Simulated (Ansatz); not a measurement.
Density of states of Si (P6_3/mmc, a = 3.802 Å, b = 3.802 Å, c = 6.289 Å, α = 90.00°, β = 90.00°, γ = 120.00°), in states per eV and primitive cell, averaged over bins of 0.5 eV. Level of theory: DFT LDA, scalar-relativistic, plane waves, PAW (Ansatz 0.2.0).

Cutoff 420 eV; k points 12×12×6 on the computed 4-atom cell (Γ-centred); Gaussian smearing, width 0.02 eV; no spin polarisation.

The cell is relaxed at this level. The states (both spins) are summed by tetrahedra on a 18×18×9 mesh at the self-consistent density. Energies are bin centres; the table starts no lower than −8 eV and ends at 6 eV, or lower where the solved bands end.

The gap is 0.27 eV at this level, with the zero inside it.

```tsv
E − E_F (eV)	total	Si 3p	Si 3s
-7.80	1.32	0.63	0.68
-7.30	1.43	0.78	0.64
-6.80	1.12	0.63	0.48
-6.30	1.09	0.62	0.46
-5.80	0.79	0.46	0.33
-5.30	0.87	0.62	0.24
-4.80	1.67	1.44	0.21
-4.30	1.67	1.46	0.20
-3.80	1.97	1.76	0.19
-3.30	2.48	2.29	0.17
-2.80	2.81	2.64	0.14
-2.30	3.13	2.99	0.10
-1.80	2.05	1.97	0.05
-1.30	1.02	0.98	0.02
-0.80	0.47	0.46	0.00
-0.30	0.11	0.11	0.00
0.20	0.15	0.07	0.05
0.70	1.05	0.56	0.34
1.20	2.16	1.22	0.61
1.70	2.21	1.30	0.52
2.20	2.93	1.85	0.52
2.70	2.92	1.90	0.42
3.20	3.00	1.96	0.35
3.70	2.28	1.39	0.31
4.20	2.75	1.61	0.34
4.70	2.12	1.09	0.25
5.20	2.21	1.01	0.27
5.70	2.79	1.20	0.29
```

The columns after the total are the Löwdin projections on the occupied valence shells of the potentials. The rest of the total lies in shells that are empty in the free atom, which aren't projected, and between the atoms.

This form isn't the element's structure at ambient conditions.

Cost: 1 run of about 2.4 core-minutes, on Intel Xeon Processor @ 2.50GHz (Skylake/Cascade Lake) (shared hosts).